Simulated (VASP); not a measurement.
The system is GaN.

```
Ga N
1.0
     0.00000    2.13524    2.13524
     2.13524    0.00000    2.13524
     2.13524    2.13524    0.00000
Ga N
1 1
Cartesian
  0.0000 0.0000 0.0000
  2.1352 2.1352 2.1352
```

Measurements of this composition are mostly on another form, of space group No. 186.

| Item | Value |
| --- | --- |
| Program | VASP 6.6.1 |
| Task | relaxation of cell and atoms |
| Functional | LDA |
| Potentials or basis | VASP PAW LDA potentials, release 64 (Ga_d, N) |
| Cutoff | 600 eV |
| k mesh | 14 × 14 × 14 |
| Occupations | gaussian, width 0.02 eV |
| Spin | no spin polarisation |

At the start: pressure -12.7 GPa; volume 9.74 Å³/atom.

Q: How do energy, volume and symmetry change on relaxing?

A: Over 6 steps the energy falls by 23.1 meV/atom and the volume is 9.18 Å³/atom (-5.7 %); space group Fm-3m (No. 225, to 0.05 Å).

The path:
```csv
step,energy change (eV),largest force (eV/Å),pressure (GPa),volume (Å³)
1,0.0000,0.0000,-12.70,19.47
2,-0.0001,0.0000,15.65,17.38
3,-0.0462,0.0000,-0.20,18.38
4,-0.0462,0.0000,0.20,18.36
5,-0.0461,0.0000,-0.31,18.38
6,-0.0462,0.0000,0.03,18.37
```

Final structure:
```xyz
2
Lattice="0.0000 2.0941 2.0941 2.0941 0.0000 2.0941 2.0941 2.0941 0.0000" Properties=species:S:1:pos:R:3 pbc="T T T"
Ga    2.0941    2.0941    0.0000
N     2.0941    2.0941    2.0941
```
